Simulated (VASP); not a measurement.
Write the native input for VASP 6.6.1 that does the following.

- Task: relaxation of cell and atoms
- Functional: r2SCAN
- Potentials or basis: VASP PAW PBE potentials, release 64 (Bi_d)
- Cutoff: 520 eV
- k mesh: 16 × 16 × 16
- Occupations: gaussian, width 0.1 eV
- Spin: no spin polarisation
- Target pressure: 40.8 GPa
- Further INCAR settings: ALGO = Normal; EDIFF = 1e-07; IBRION = 2; EDIFFG = -0.002; NSW = 80; ISIF = 3
- Target pressure: 40.8 GPa

The structure of Bi lies in POSCAR:

```
Bi                                      
1.0
   -1.7727766609      1.7727766609      1.7727766609
    1.7727766609     -1.7727766609      1.7727766609
    1.7727766609      1.7727766609     -1.7727766609
  Bi            
     1
Direct
     0.0000000000000000    0.0000000000000000    0.0000000000000000
```

This isn't the form of Bi at room conditions, which is rhombohedral.

One way to write it, as run:

INCAR

```
PREC = Accurate
ENCUT = 520
EDIFF = 1E-7
ISMEAR = 0
SIGMA = 0.1
LREAL = False
LASPH = True
NELM = 80
ALGO = Normal
ISIF = 3
LWAVE = False
LCHARG = False
METAGGA = R2SCAN
LMIXTAU = True
IBRION = 2
NSW = 80
EDIFFG = -0.002
PSTRESS = 408.0
```

KPOINTS

```
regular mesh
0
Gamma
  16 16 16
```

Potentials or basis: VASP PAW PBE potentials, release 64 (Bi_d).

Run with:

```sh
$ cat potpaw_PBE.64/Bi_d/POTCAR > POTCAR
$ mpirun -np 1 vasp_std > vasp.out
```

Results of the run:

```json
{
  "Relaxed volume": "22.27 Å³/atom",
  "Relaxed cell": "a = 3.070 Å, b = 3.070 Å, c = 3.070 Å, α = 109.47°, β = 109.47°, γ = 109.47°",
  "Space group after relaxing (to 0.05 Å)": "Im-3m (No. 229)",
  "Energy change on relaxing (the enthalpy is what falls)": "+2.8 meV/atom",
  "Ionic steps": "3",
  "Pressure after relaxing": "40.8 GPa",
  "Band gap on the k mesh": "none (metal or under the smearing width)"
}
```

Caveat: the cell is relaxed towards a set pressure, so the enthalpy falls and the energy may rise; the PAW data sets were made with another functional, which shifts forces and pressure a little; spin-orbit coupling is left out, which moves the levels of the heavy elements.

Wall time 97 s on 1 thread of Intel(R) Xeon(R) 6975P-C (Granite Rapids) (shared host), peak memory 0.17 GiB.
